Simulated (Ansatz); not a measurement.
Theory: DFT PBE, scalar-relativistic, plane waves, PAW (Ansatz 0.2.0). Settings: cutoff 420 eV, Γ-centred meshes spaced at most about 0.3 Å⁻¹, and about 0.25 Å⁻¹ or finer for metals (2π included), Gaussian smearing. No spin polarisation.

Temperature and zero-point effects are left out.

Task: Order these relaxed structures of Sn₅Ge by energy, lowest first, with the energy over the lowest of them.
A.

```
Sn Ge
1.0
     3.46759    0.00000    0.00000
     0.00000    3.46759    0.00000
     0.00000    0.00000   13.18856
Sn Ge
5 1
Direct
  0.00000 0.00000 0.00000
  0.50000 0.50000 0.17600
  0.00000 0.00000 0.35575
  0.00000 0.00000 0.64425
  0.50000 0.50000 0.82400
  0.50000 0.50000 0.50000
```

B.

```
Sn Ge
1.0
     2.39458   -7.04192    0.00000
     2.39458    7.04192    0.00000
     0.00000    0.00000    4.73106
Sn Ge
5 1
Direct
  0.66040 0.33960 0.00000
  0.16177 0.83823 0.50000
  0.33960 0.66040 0.00000
  0.50000 0.50000 0.50000
  0.83823 0.16177 0.50000
  0.00000 0.00000 0.00000
```

Result: A (0 meV/atom), B (12 meV/atom). Forms: A P4/mmm; B Cmmm. Counting Sn atoms around Ge (those within 1.25 times the shortest such distance or 1.15 times the sum of covalent radii, 1.27 where that leaves under three; the shortest distance is added where it exceeds 1.18 times the sum of covalent radii): A has Ge 8 from 3.1 Å; B has Ge 12 from 3.3 Å. Both come from invented guesses. Even the lowest of the cells shown lies +0.10 eV/atom against the elements.

The k mesh leaves some 4 meV/atom of noise in the energy of each metallic cell. Cells relaxed within their symmetry can be saddle points. Some candidate types were left out of the draw beforehand, so a known form may be missing.
